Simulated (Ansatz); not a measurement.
# WS2: a single-point run

Wanted: a converged single-point run for WS2, and a check of what comes out. The structure is shown as the input types it.

Program: Ansatz 0.2.0. Level of theory: density functional or hybrid calculation with the settings of its input, plane waves (as first typed). These are calculated values, not measurements.

7 further runs of the same task are left out: 4 for a known fault of the program, 3 that didn't finish.

## 1. The starting structure

It takes space group R3m (No. 160, trigonal). Conventional cell: a = 3.172 Å, b = 3.172 Å, c = 18.712 Å, α = 90.00°, β = 90.00°, γ = 120.00°. Around W (site symmetry 3m) lie 6 S at 2.41 Å. Around S (site symmetry 3m) lie 3 W at 2.41 Å.

As a file:

```cif
data_structure
_symmetry_space_group_name_H-M 'P 1'
_symmetry_Int_Tables_number 1
_cell_length_a 6.5007
_cell_length_b 6.5007
_cell_length_c 6.5007
_cell_angle_alpha 28.240
_cell_angle_beta 28.240
_cell_angle_gamma 28.240
_cell_volume 54.34
loop_
_atom_site_label
_atom_site_type_symbol
_atom_site_fract_x
_atom_site_fract_y
_atom_site_fract_z
_atom_site_occupancy
W1 W 0.00067 0.00067 0.00067 1
S1 S 0.25056 0.25056 0.25056 1
S2 S 0.41748 0.41748 0.41748 1
```

## 2. The calculation

input.yaml reads:

```yaml
crystal:
  lattice:
    - [1.5858867081, 0.9156121178, 6.2374760785]
    - [-1.5858867081, 0.9156121178, 6.2374760785]
    - [0.0, -1.8312242356, 6.2374760785]
  atoms:
    - { symbol: W, position: [0.0006662241, 0.0006662241, 0.0006662241] }
    - { symbol: S, position: [0.2505579549, 0.2505579549, 0.2505579549] }
    - { symbol: S, position: [0.417475821, 0.417475821, 0.417475821] }
kpoints:
  mp_grid: { grid: [6, 6, 6] }
hamiltonian:
  xc: r2scan
scf:
  occupations: { method: fixed }
  n_extra_bands: 4
  convergence: { dr2_threshold: 1.0e-20 }
  max_iter: 52
output:
  forces: true
  stress: true
  eigenvalues: true
```

On the command line:

```
$ ansatz run input.yaml --threads 4 --pin off --max-ram 3686MiB --backend cpu --events-out ev --progress --plain --runs-dir out
```

**Question.** How will this run end, and is anything wrong with its input?

The run converged and reported no error. Convergence says nothing about whether the input makes sense.

The suspect setting: scf.convergence.dr2_threshold is 1.0e-20. What could go wrong: threshold needlessly tight. Once met, so tight a threshold does no harm; it costs cycles.

Run again and compare: delete scf.convergence.dr2_threshold (the default then holds).
